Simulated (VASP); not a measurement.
# Ni (P6_3/mmc) in VASP: a series of runs

Runs on Ni. Level: PBE. Tasks: single point.

Everything below comes from runs of VASP 6.6.1. Logs are shortened: lines on timing, memory, paths and dates and some standing lists are left out, and cuts for length are marked.

## (1) Starting point

The structure is hexagonal, space group P6_3/mmc (No. 194). The conventional cell has a = 2.448 Å, b = 2.448 Å, c = 4.073 Å, α = 90.00°, β = 90.00°, γ = 120.00°. Around Ni (site symmetry -6m2) lie 12 Ni at 2.45 to 2.48 Å.

This isn't the form of Ni at room conditions, which is fcc.

## (2) Single point, PBE, collinear spin, ferromagnetic start

INCAR reads:

```
  ADDGRID = F
  ALGO = Normal
  EDIFF = 1E-6
  ENCUT = 550
  GGA = PE
  ISIF = 2
  ISMEAR = 0
  ISPIN = 2
  LASPH = T
  LCHARG = F
  LMAXMIX = 4
  LORBIT = 11
  LREAL = F
  LWAVE = F
  MAGMOM = 1 1
  NBANDS = 21
  NELM = 100
  PREC = Accurate
  SIGMA = 0.1
```

KPOINTS reads:

```
k-points
0
Gamma
  9 9 5
```

POSCAR reads:

```
Ni
1.0
    2.4480228978      0.0000000000      0.0000000000
   -1.2240114489      2.1200500186      0.0000000000
    0.0000000000      0.0000000000      4.0728075700
Ni
2
Direct
    0.6666666667      0.3333333333      0.7500000000
    0.3333333333      0.6666666667      0.2500000000
```

Potentials or basis: VASP PAW PBE potentials, release 64 (Ni).

Run with:

```console
cat potpaw_PBE.64/Ni/POTCAR > POTCAR
mpirun -np 1 vasp_std > vasp.out
```

OUTCAR:

```text
EDIFF = 1E-6
   ENCUT = 550
   GGA = PE
   ISIF = 2
   ISMEAR = 0
   ISPIN = 2
   LASPH = T
   LORBIT = 11
   LREAL = F
   NELM = 100
   PREC = Accurate

 Found     36 irreducible k-points:

 Following reciprocal coordinates:
            Coordinates               Weight
  0.000000  0.000000  0.000000      1.000000
  0.111111  0.000000  0.000000      6.000000
  0.222222  0.000000  0.000000      6.000000
  0.333333  0.000000  0.000000      6.000000
  0.444444  0.000000  0.000000      6.000000
  0.111111  0.111111  0.000000      6.000000
   k-points           NKPTS =     36   k-points in BZ     NKDIM =     36   number of bands    NBANDS=     21
   number of dos      NEDOS =    301   number of ions     NIONS =      2
   total plane-waves  NPLWV =  12800
   dimension x,y,z NGX =    20 NGY =   20 NGZ =   32
   dimension x,y,z NGXF=    40 NGYF=   40 NGZF=   64
   ions per type =               2
   NGX,Y,Z   is equivalent  to a cutoff of  13.58, 13.58, 13.06 a.u.
   NGXF,Y,Z  is equivalent  to a cutoff of  27.16, 27.16, 26.12 a.u.
 SYSTEM =  unknown system
   PREC   = accura    normal or accurate (medium, high low for compatibility)
   ISTART =      0    job   : 0-new  1-cont  2-samecut
   ICHARG =      2    charge: 1-file 2-atom 10-const
   ISPIN  =      2    spin polarized calculation?
   LNONCOLLINEAR =      F non collinear calculations
   LSORBIT =      F    spin-orbit coupling
   LASPH  =      T    aspherical Exc in radial PAW
   ENCUT  =  550.0 eV  40.42 Ry    6.36 a.u.   4.68  4.68  7.79*2*pi/ulx,y,z
   NELM   =    100;   NELMIN=  2; NELMDL= -5     # of ELM steps
   EDIFF  = 0.1E-05   stopping-criterion for ELM
   LREAL  =      F    real-space projection
   EDIFFG = 0.1E-04   stopping-criterion for IOM
   NSW    =      0    number of steps for IOM
   IBRION =     -1    ionic relax: 0-MD 1-quasi-New 2-CG
   NFREE  =      0    steps in history (QN), initial steepest desc. (CG)
   ISIF   =      2    stress and relaxation
   ISYM   =      2    0-nonsym 1-usesym 2-fastsym
   POTIM  = 0.5000    time-step for ionic-motion
   TEBEG  =    0.0;   TEEND  =   0.0 temperature during run
   PSTRESS=    0.0 pullay stress
   NELECT =      20.0000    total number of electrons
   NUPDOWN=      -1.0000    fix difference up-down
   EMIN   =  10.00;   EMAX   =-10.00  energy-range for DOS
   EFERMI =   0.00;   METHOD = LEGACY
   ISMEAR =     0;   SIGMA  =   0.10  broadening in eV -4-tet -1-fermi 0-gaus
   EFERMI_NEDOS =   21; number of points for ismear=-14 and -15
   IALGO  =     38    algorithm
   IMIX   =      4    mixing-type and parameters
     AMIX     =   0.40;   BMIX     =  1.00
     AMIX_MAG =   1.60;   BMIX_MAG =  1.00
  volume/ion in A,a.u.               =      10.57        71.32
  Fermi-wavevector in a.u.,A,eV,Ry     =   1.607187  3.037143 35.144518  2.583049
  Thomas-Fermi vector in A             =   2.703255
   LORBIT       =     11    0 simple, 1 ext, 2 COOP (PROOUT), +10 PAW based schemes
   GGA     = PE    functional components
   LHFCALC =     F    Hartree Fock is set to
   AEXX    =    0.0000 exact exchange contribution
   IVDW    =     0    specifies the selected vdW correction
   LEPSILON=     F    determine dielectric tensor
   LRPA    =     F    only Hartree local field effects (RPA)
 spin polarized calculation
 Gauss-broadening in eV      SIGMA  =   0.10
  energy-cutoff  :      550.00
  volume of cell :       21.14
 maximum number of plane-waves:       631
 NGX is ok and might be reduce to    20
   NGX =  9   NGY =  9   NGZ = 15

 number of electron      20.0000006 magnetization       1.0803392

 Free energy of the ion-electron system (eV)
  ---------------------------------------------------
  ext. energy  EPLUGINS =         0.00000000
  ---------------------------------------------------
  free energy    TOTEN  =       -10.88187380 eV

  energy without entropy =      -10.85998873  energy(sigma->0) =      -10.87093126

 E-fermi :   9.8081     XC(G=0): -13.4235

 val. band max:        9.8049176158   @ k =   0.2222   0.2222   0.0000
 cond. band min:       9.8239238396   @ k =   0.2222   0.0000   0.4000
 fundamental gap:      0.0190062238
 Fermi energy:         9.8080534525

 spin component 1

 k-point     1 :       0.0000    0.0000    0.0000
  band No.  band energies     occupation
      1       0.5849      1.00000
      2       4.8389      1.00000
      3       7.3160      1.00000
      4       7.4458      1.00000
      5       7.4458      1.00000
      6       7.7107      1.00000
[... 13 lines left out ...]
     20      36.5661      0.00000
     21      40.4941      0.00000
[... 97 lines left out ...]
 k-point     6 :       0.1111    0.1111    0.0000
  band No.  band energies     occupation
      1       1.8731      1.00000
      2       5.5488      1.00000
      3       6.8333      1.00000
      4       6.9533      1.00000
      5       7.4604      1.00000
      6       7.7879      1.00000
[... 13 lines left out ...]
     20      37.6293      0.00000
     21      37.6838      0.00000

 [... further k-points ...]

 spin component 2

 k-point     1 :       0.0000    0.0000    0.0000
  band No.  band energies     occupation
      1       0.5422      1.00000
      2       5.1652      1.00000
      3       7.9190      1.00000
      4       8.0351      1.00000
      5       8.0351      1.00000
      6       8.3165      1.00000
[... 13 lines left out ...]
     20      36.6245      0.00000
     21      40.5415      0.00000
[... 97 lines left out ...]
 k-point     6 :       0.1111    0.1111    0.0000
  band No.  band energies     occupation
      1       1.8352      1.00000
      2       5.9248      1.00000
      3       7.2942      1.00000
      4       7.3770      1.00000
      5       8.0366      1.00000
      6       8.3492      1.00000
[... 13 lines left out ...]
     20      37.6232      0.00000
     21      37.7927      0.00000

 [... further k-points ...]

------------------------ aborting loop because EDIFF is reached ----------------------------------------

  FORCE on cell =-STRESS in cart. coord.  units (eV):
  Direction    XX          YY          ZZ          XY          YZ          ZX
  --------------------------------------------------------------------------------------
  -------------------------------------------------------------------------------------
  Total        0.9215153      0.9215153      0.7028129      0.0000000      0.0000000      0.0000000
  in kB       69.8485900     69.8485900     53.2714893      0.0000000      0.0000000      0.0000000
  external PRESSURE =      64.3228898 kB  Pullay stress =       0.0000000 kB

 VOLUME and BASIS-vectors are now :
 -----------------------------------------------------------------------------
  energy-cutoff  :      550.00
  volume of cell :       21.14
      direct lattice vectors                 reciprocal lattice vectors
     2.448022898  0.000000000  0.000000000     0.408492911  0.235843492  0.000000000
    -1.224011449  2.120050019  0.000000000     0.000000000  0.471686984  0.000000000
     0.000000000  0.000000000  4.072807570     0.000000000  0.000000000  0.245530873

 POSITION                                       TOTAL-FORCE (eV/Angst)
 -----------------------------------------------------------------------------------
      1.22401      0.70668      3.05461        -0.000000     -0.000000      0.000000
     -0.00000      1.41337      1.01820         0.000000      0.000000      0.000000
 -----------------------------------------------------------------------------------
    total drift:                               -0.000000      0.000000     -0.000000

  FREE ENERGIE OF THE ION-ELECTRON SYSTEM (eV)
  ---------------------------------------------------
  free  energy   TOTEN  =       -10.8818737978 eV

  energy  without entropy=      -10.8599887264  energy(sigma->0) =      -10.87093126

 total charge

# of ion       s       p       d       tot
------------------------------------------
    1        0.508   0.519   8.339   9.366
    2        0.508   0.519   8.339   9.366
--------------------------------------------------
tot          1.015   1.038  16.678  18.732

 magnetization (x)

# of ion       s       p       d       tot
------------------------------------------
    1       -0.007  -0.027   0.584   0.550
    2       -0.007  -0.027   0.584   0.550
--------------------------------------------------
tot         -0.014  -0.053   1.168   1.101
```

stdout:

```text
POSCAR found type information on POSCAR Ni
 POSCAR found :  1 types and       2 ions
 scaLAPACK will be used
 LDA part: xc-table for (Slater+PW92), standard interpolation
 POSCAR, INCAR and KPOINTS ok, starting setup
 FFT: planning ... GRIDC
 FFT: planning ... GRID_SOFT
 FFT: planning ... GRID
 WAVECAR not read
 entering main loop
```

Wall time 15 s (1 thread of AMD EPYC 9R45 (Zen 5), shared host); peak memory 0.12 GiB.

These settings aren't checked as converged: the numbers below hold their error.

What came out:

```
Free energy                                           : -10.8819 eV
Pressure                                              : 6.4 GPa
Band gap on the k mesh                                : none (metal or under the smearing width)
Net moment                                            : 1.08 μB per cell
Site moments                                          : Ni +0.55 μB
Valence electrons inside the program's atomic spheres : Ni 9.37
```

## (3) Single point, PBE, collinear spin, ferromagnetic start

INCAR: that of step 2 with these lines changed.

```diff
@@ -3,3 +3,3 @@
   EDIFF = 1E-6
-  ENCUT = 550
+  ENCUT = 400
   GGA = PE
```

KPOINTS reads:

```
k-points
0
Gamma
  11 11 6
```

POSCAR is that of step 2.

Potentials or basis: VASP PAW PBE potentials, release 64 (Ni).

Run with:

```console
cat potpaw_PBE.64/Ni/POTCAR > POTCAR
mpirun -np 1 vasp_std > vasp.out
```

OUTCAR:

```text
EDIFF = 1E-6
   ENCUT = 400
   GGA = PE
   ISIF = 2
   ISMEAR = 0
   ISPIN = 2
   LASPH = T
   LORBIT = 11
   LREAL = F
   NELM = 100
   PREC = Accurate

 Found     64 irreducible k-points:

 Following reciprocal coordinates:
            Coordinates               Weight
  0.000000  0.000000  0.000000      1.000000
  0.090909  0.000000  0.000000      6.000000
  0.181818 -0.000000  0.000000      6.000000
  0.272727  0.000000  0.000000      6.000000
  0.363636  0.000000  0.000000      6.000000
  0.454545  0.000000  0.000000      6.000000
   k-points           NKPTS =     64   k-points in BZ     NKDIM =     64   number of bands    NBANDS=     21
   number of dos      NEDOS =    301   number of ions     NIONS =      2
   total plane-waves  NPLWV =   7168
   dimension x,y,z NGX =    16 NGY =   16 NGZ =   28
   dimension x,y,z NGXF=    32 NGYF=   32 NGZF=   56
   ions per type =               2
   NGX,Y,Z   is equivalent  to a cutoff of  10.87, 10.87, 11.43 a.u.
   NGXF,Y,Z  is equivalent  to a cutoff of  21.73, 21.73, 22.86 a.u.
 SYSTEM =  unknown system
   PREC   = accura    normal or accurate (medium, high low for compatibility)
   ISTART =      0    job   : 0-new  1-cont  2-samecut
   ICHARG =      2    charge: 1-file 2-atom 10-const
   ISPIN  =      2    spin polarized calculation?
   LNONCOLLINEAR =      F non collinear calculations
   LSORBIT =      F    spin-orbit coupling
   LASPH  =      T    aspherical Exc in radial PAW
   ENCUT  =  400.0 eV  29.40 Ry    5.42 a.u.   3.99  3.99  6.64*2*pi/ulx,y,z
   NELM   =    100;   NELMIN=  2; NELMDL= -5     # of ELM steps
   EDIFF  = 0.1E-05   stopping-criterion for ELM
   LREAL  =      F    real-space projection
   EDIFFG = 0.1E-04   stopping-criterion for IOM
   NSW    =      0    number of steps for IOM
   IBRION =     -1    ionic relax: 0-MD 1-quasi-New 2-CG
   NFREE  =      0    steps in history (QN), initial steepest desc. (CG)
   ISIF   =      2    stress and relaxation
   ISYM   =      2    0-nonsym 1-usesym 2-fastsym
   POTIM  = 0.5000    time-step for ionic-motion
   TEBEG  =    0.0;   TEEND  =   0.0 temperature during run
   PSTRESS=    0.0 pullay stress
   NELECT =      20.0000    total number of electrons
   NUPDOWN=      -1.0000    fix difference up-down
[... 31 lines left out ...]
  ext. energy  EPLUGINS =         0.00000000
  ---------------------------------------------------
  free energy    TOTEN  =       -10.88535573 eV

  energy without entropy =      -10.86616569  energy(sigma->0) =      -10.87576071

 E-fermi :   9.8189     XC(G=0): -13.4247

 val. band max:        9.8181706218   @ k =   0.3636   0.0000   0.0000
 cond. band min:       9.8198595644   @ k =   0.2727   0.1818   0.0000
 fundamental gap:      0.0016889426
 Fermi energy:         9.8188654786

 spin component 1

 k-point     1 :       0.0000    0.0000    0.0000
  band No.  band energies     occupation
      1       0.5822      1.00000
      2       4.8241      1.00000
      3       7.2923      1.00000
      4       7.4426      1.00000
      5       7.4426      1.00000
      6       7.7075      1.00000
[... 133 lines left out ...]
     20      35.1849      0.00000
     21      37.9362      0.00000

 [... further k-points ...]

 spin component 2

 k-point     1 :       0.0000    0.0000    0.0000
  band No.  band energies     occupation
      1       0.5436      1.00000
      2       5.1774      1.00000
      3       7.9349      1.00000
      4       8.0585      1.00000
      5       8.0585      1.00000
      6       8.3406      1.00000
[... 133 lines left out ...]
     20      35.2554      0.00000
     21      37.9723      0.00000

 [... further k-points ...]

------------------------ aborting loop because EDIFF is reached ----------------------------------------

  FORCE on cell =-STRESS in cart. coord.  units (eV):
  Direction    XX          YY          ZZ          XY          YZ          ZX
  --------------------------------------------------------------------------------------
  -------------------------------------------------------------------------------------
  Total        0.8960460      0.8960460      0.5775735     -0.0000000      0.0000000      0.0000000
  in kB       67.9180813     67.9180813     43.7786491     -0.0000000      0.0000000      0.0000000
  external PRESSURE =      59.8716039 kB  Pullay stress =       0.0000000 kB

 VOLUME and BASIS-vectors are now :
 -----------------------------------------------------------------------------
  energy-cutoff  :      400.00
  volume of cell :       21.14
      direct lattice vectors                 reciprocal lattice vectors
     2.448022898  0.000000000  0.000000000     0.408492911  0.235843492  0.000000000
    -1.224011449  2.120050019  0.000000000     0.000000000  0.471686984  0.000000000
     0.000000000  0.000000000  4.072807570     0.000000000  0.000000000  0.245530873

 POSITION                                       TOTAL-FORCE (eV/Angst)
 -----------------------------------------------------------------------------------
      1.22401      0.70668      3.05461         0.000000     -0.000000      0.000000
     -0.00000      1.41337      1.01820        -0.000000      0.000000      0.000000
 -----------------------------------------------------------------------------------
    total drift:                               -0.000000      0.000000     -0.000000

  FREE ENERGIE OF THE ION-ELECTRON SYSTEM (eV)
  ---------------------------------------------------
  free  energy   TOTEN  =       -10.8853557317 eV

  energy  without entropy=      -10.8661656868  energy(sigma->0) =      -10.87576071

 total charge

# of ion       s       p       d       tot
------------------------------------------
    1        0.508   0.520   8.335   9.363
    2        0.508   0.520   8.335   9.363
--------------------------------------------------
tot          1.016   1.039  16.670  18.726

 magnetization (x)

# of ion       s       p       d       tot
------------------------------------------
    1       -0.006  -0.026   0.606   0.573
    2       -0.006  -0.026   0.606   0.573
--------------------------------------------------
tot         -0.013  -0.052   1.212   1.147
```

stdout:

```text
POSCAR found type information on POSCAR Ni
 POSCAR found :  1 types and       2 ions
 scaLAPACK will be used
 LDA part: xc-table for (Slater+PW92), standard interpolation
 POSCAR, INCAR and KPOINTS ok, starting setup
 FFT: planning ... GRIDC
 FFT: planning ... GRID_SOFT
 FFT: planning ... GRID
 WAVECAR not read
 entering main loop
```

It took 16 s on 1 thread of AMD EPYC 9R45 (Zen 5), shared host; peak memory 0.11 GiB.

The run converged, but some of its settings lie outside the range that counts as converged, so its numbers aren't taken as properties of the crystal.

Results:

```yaml
Free_energy: -10.8854 eV
Pressure: 6.0 GPa
Band_gap_on_the_k_mesh: none (metal or under the smearing width)
Net_moment: 1.13 μB per cell
Site_moments: Ni +0.57 μB
Valence_electrons_inside_the_program's_atomic_spheres: Ni 9.36
```

## (4) Single point, PBE, collinear spin, ferromagnetic start

INCAR: that of step 3 with these lines changed.

```diff
@@ -3,3 +3,3 @@
   EDIFF = 1E-6
-  ENCUT = 400
+  ENCUT = 450
   GGA = PE
```

KPOINTS is that of step 3.

POSCAR is that of step 3.

Run with:

```console
cat potpaw_PBE.64/Ni/POTCAR > POTCAR
mpirun -np 1 vasp_std > vasp.out
```

It took 20 s on 1 thread of AMD EPYC 9R45 (Zen 5), shared host; peak memory 0.12 GiB.

These settings aren't checked as converged: the numbers below hold their error.

Results:

```
Free energy                                           : -10.8833 eV
Pressure                                              : 6.4 GPa
Band gap on the k mesh                                : none (metal or under the smearing width)
Net moment                                            : 1.13 μB per cell
Site moments                                          : Ni +0.57 μB
Valence electrons inside the program's atomic spheres : Ni 9.37
```

## (5) Single point, PBE, collinear spin, ferromagnetic start

INCAR: that of step 4 with these lines changed.

```diff
@@ -3,3 +3,3 @@
   EDIFF = 1E-6
-  ENCUT = 450
+  ENCUT = 700
   GGA = PE
```

KPOINTS reads:

```
k-points
0
Gamma
  9 9 5
```

POSCAR is that of step 4.

Run with:

```console
cat potpaw_PBE.64/Ni/POTCAR > POTCAR
mpirun -np 1 vasp_std > vasp.out
```

Wall time 23 s (1 thread of AMD EPYC 9R45 (Zen 5), shared host); peak memory 0.16 GiB.

The run converged, but some of its settings lie outside the range that counts as converged, so its numbers aren't taken as properties of the crystal.

Results:

| Quantity | Value |
| --- | --- |
| Free energy | -10.8814 eV |
| Pressure | 6.4 GPa |
| Band gap on the k mesh | none (metal or under the smearing width) |
| Net moment | 1.08 μB per cell |
| Site moments | Ni +0.55 μB |
| Valence electrons inside the program's atomic spheres | Ni 9.37 |

## (6) For comparison

An earlier run on the cell as given: functional PBE; potentials or basis VASP PAW PBE potentials, release 64 (Ni); cutoff 520 eV; k mesh 12 × 12 × 7; occupations fermi-dirac, width 0.05 eV; collinear spin, ferromagnetic start; starting moments [1.0, 1.0] μB.

- Pressure: 7.0 GPa
- Band gap on the k mesh: none (metal or under the smearing width)
- Net moment: 1.27 μB per cell
- Site moments: Ni +0.64 μB
- Valence electrons inside the program's atomic spheres: Ni 9.36
